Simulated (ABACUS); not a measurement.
An input for ABACUS 3.10.1 (CuO (Tenorite)):

run_abacus.py

```python
"""ABACUS run from a structure file: ASE reads it, the script writes STRU, KPT and INPUT."""
import re
import subprocess
import spglib
from ase import Atoms
from ase.io import read
from ase.units import Bohr

atoms = read("CuO.cif")
cell, frac, numbers = spglib.standardize_cell((atoms.cell[:], atoms.get_scaled_positions(), atoms.numbers), to_primitive=True, symprec=1e-4)
atoms = Atoms(numbers=numbers, cell=cell, scaled_positions=frac, pbc=True)  # the primitive cell
atoms = atoms[(-atoms.numbers).argsort(kind="stable")]  # ABACUS lists atoms element by element
pseudo = {'Cu': 'Cu.paw.z_11.ld1.psl.v1.0.0-low.upf', 'O': 'O.pbe-n-kjpaw_psl.0.1.UPF'}
orbital = {}
magmoms = None
kmesh = [8, 8, 4]
params = {
    'suffix': 'CuO',
    'calculation': 'scf',
    'basis_type': 'pw',
    'pseudo_dir': './',
    'symmetry': 1,
    'dft_functional': 'GGA_X_OPTX+GGA_C_LYP',
    'ecutwfc': 55,
    'pseudo_rcut': 10,
    'nspin': 1,
    'nbands': 21,
    'ks_solver': 'dav',
    'smearing_method': 'fd',
    'smearing_sigma': 0.00367493,
    'scf_thr': 1e-08,
    'scf_nmax': 100,
    'mixing_type': 'broyden',
    'mixing_beta': 0.7,
    'cal_force': 1,
    'cal_stress': 1,
    'ecutrho': 440,
    'kpar': 4,
}

symbols = atoms.get_chemical_symbols()
elements = list(dict.fromkeys(symbols))
lines = ["ATOMIC_SPECIES"] + [f"{e} {atoms.get_masses()[symbols.index(e)]:.4f} {pseudo[e]}" for e in elements]
if orbital:
    lines += ["", "NUMERICAL_ORBITAL"] + [orbital[e] for e in elements]
lines += ["", "LATTICE_CONSTANT", f"{1 / Bohr:.10f}", "", "LATTICE_VECTORS"]
lines += [" ".join(f"{x:.10f}" for x in v) for v in atoms.cell]
lines += ["", "ATOMIC_POSITIONS", "Direct"]
for e in elements:
    lines += ["", e, "0.0", str(symbols.count(e))]
    for i, p in enumerate(atoms.get_scaled_positions(wrap=False)):
        if symbols[i] == e:
            mag = "" if magmoms is None else " mag " + " ".join(str(x) for x in (magmoms[i] if isinstance(magmoms[i], list) else [magmoms[i]]))
            lines.append(" ".join(f"{x:.10f}" for x in p) + " 1 1 1" + mag)
open("STRU", "w").write("\n".join(lines) + "\n")
open("KPT", "w").write("K_POINTS\n0\nGamma\n%d %d %d 0 0 0\n" % tuple(kmesh))
open("INPUT", "w").write("INPUT_PARAMETERS\n" + "".join(f"{k:<20s}{v}\n" for k, v in params.items()))

done = subprocess.run(['mpirun', '-np', '4', 'abacus'])
if done.returncode:
    raise SystemExit(done.returncode)
log = open("OUT.CuO/running_scf.log").read()
print("final energy (eV):", re.findall(r"FINAL_ETOT_IS (\S+)", log))
```

CuO.cif

```cif
data_CuO
_cell_length_a 4.58808746
_cell_length_b 3.35273142
_cell_length_c 5.02410123
_cell_angle_alpha 90.00000000
_cell_angle_beta 99.54000000
_cell_angle_gamma 90.00000000
_space_group_name_H-M_alt 'C2/c'
_space_group_name_Hall '-C 2yc'
_space_group_IT_number 15
loop_
_space_group_symop_operation_xyz
'x,y,z'
'-x,-y,-z'
'-x,y,-z+1/2'
'x,-y,z+1/2'
'x+1/2,y+1/2,z'
'-x+1/2,-y+1/2,-z'
'-x+1/2,y+1/2,-z+1/2'
'x+1/2,-y+1/2,z+1/2'
loop_
_atom_site_label
_atom_site_type_symbol
_atom_site_symmetry_multiplicity
_atom_site_Wyckoff_symbol
_atom_site_fract_x
_atom_site_fract_y
_atom_site_fract_z
_atom_site_occupancy
Cu1 Cu 4 c 0.2500000000 0.7500000000 0.5000000000 1
O1 O 4 e 0.5000000000 0.0816000000 0.7500000000 1
```

Potentials or basis: SSSP 1.3 efficiency PBE, plane waves.

The run is started by

```bash
$ OMP_NUM_THREADS=1 python run_abacus.py > log
```

**Question.** Does this run start?

**Answer.** The run stopped without a result. It printed:

running log:

```text
ABACUS v3.10.1

               Atomic-orbital Based Ab-initio Computation at UStc

 ------------------------------------------------------------------------------------

 READING GENERAL INFORMATION
                           global_out_dir = OUT.CuO/
                           global_in_card = INPUT
                               pseudo_dir = ./
[... 42 lines left out ...]
 The esolver type has been set to : ksdft_pw

 !!!!!!!!!!!!!!!!!!!!!!!!!!!!!!!!!!!!!!!!!!!!!!!!!!!!!!!!!
                         NOTICE
 !!!!!!!!!!!!!!!!!!!!!!!!!!!!!!!!!!!!!!!!!!!!!!!!!!!!!!!!!

 Pseudopotential data do not match.
 CHECK IN FILE : OUT.CuO/warning.log

 !!!!!!!!!!!!!!!!!!!!!!!!!!!!!!!!!!!!!!!!!!!!!!!!!!!!!!!!!
                         NOTICE
 !!!!!!!!!!!!!!!!!!!!!!!!!!!!!!!!!!!!!!!!!!!!!!!!!!!!!!!!!
 Check in file : OUT.CuO/warning.log
```

On the terminal:

```text
ABACUS v3.10.1

               Atomic-orbital Based Ab-initio Computation at UStc

 !!!!!!!!!!!!!!!!!!!!!!!!!!!!!!!!!!!!!!!!!!!!!!!!!!!!!!!!!
                         NOTICE
 !!!!!!!!!!!!!!!!!!!!!!!!!!!!!!!!!!!!!!!!!!!!!!!!!!!!!!!!!

 Pseudopotential data do not match.
 CHECK IN FILE : OUT.CuO/warning.log

 !!!!!!!!!!!!!!!!!!!!!!!!!!!!!!!!!!!!!!!!!!!!!!!!!!!!!!!!!
                         NOTICE
 !!!!!!!!!!!!!!!!!!!!!!!!!!!!!!!!!!!!!!!!!!!!!!!!!!!!!!!!!
```
